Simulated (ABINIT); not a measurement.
TaN:

```
Ta N
1.0
     0.00000    2.21132    2.21132
     2.21132    0.00000    2.21132
     2.21132    2.21132    0.00000
Ta N
1 1
Direct
  0.50000 0.50000 0.50000
  0.00000 0.00000 0.00000
```

The cell comes from a database or a generator and needn't be the stable form of this composition.

Base run:

| Quantity | Value |
| --- | --- |
| Program | ABINIT 10.8.3 (patched build) |
| Functional | PBEsol |
| Potentials or basis | PseudoDojo NC SR PBEsol v0.4.1 standard |
| Cutoff | 1143 eV |
| k mesh | 10 × 10 × 10 |
| Occupations | fermi-dirac, width 0.05 eV |
| Spin | no spin polarisation |

Its results: band gap on the k mesh none (metal or under the smearing width); pressure -11.1 GPa.

Task: After a change of settings the same cell gave: band gap on the k mesh none (metal or under the smearing width); pressure -6.7 GPa. Which change was it?
A. functional from PBEsol to r2SCAN; potentials or basis from PseudoDojo NC SR PBEsol v0.4.1 standard to SG15 NC PBE v1.2; cutoff from 1143 eV to 1306 eV; valence electrons from 18 to 32
B. functional from PBEsol to r2SCAN; potentials or basis from PseudoDojo NC SR PBEsol v0.4.1 standard to PseudoDojo NC SR PBE v0.4.1 standard; cutoff from 1143 eV to 1361 eV
C. functional from PBEsol to r2SCAN; potentials or basis from PseudoDojo NC SR PBEsol v0.4.1 standard to Ansatz NC r2SCAN; cutoff from 1143 eV to 1497 eV
D. functional from PBEsol to r2SCAN; potentials or basis from PseudoDojo NC SR PBEsol v0.4.1 standard to JTH PAW PBE v2.0; cutoff from 1143 eV to 844 eV

Result: B.

Caveats: the highest band is partly filled, so the run has too few bands; a meta-GGA on potentials with a model core is unreliable (some runs); the potentials were made for another functional, which shifts forces and pressure (some runs); spin-orbit coupling is left out, which moves the levels of the heavy elements (some runs).
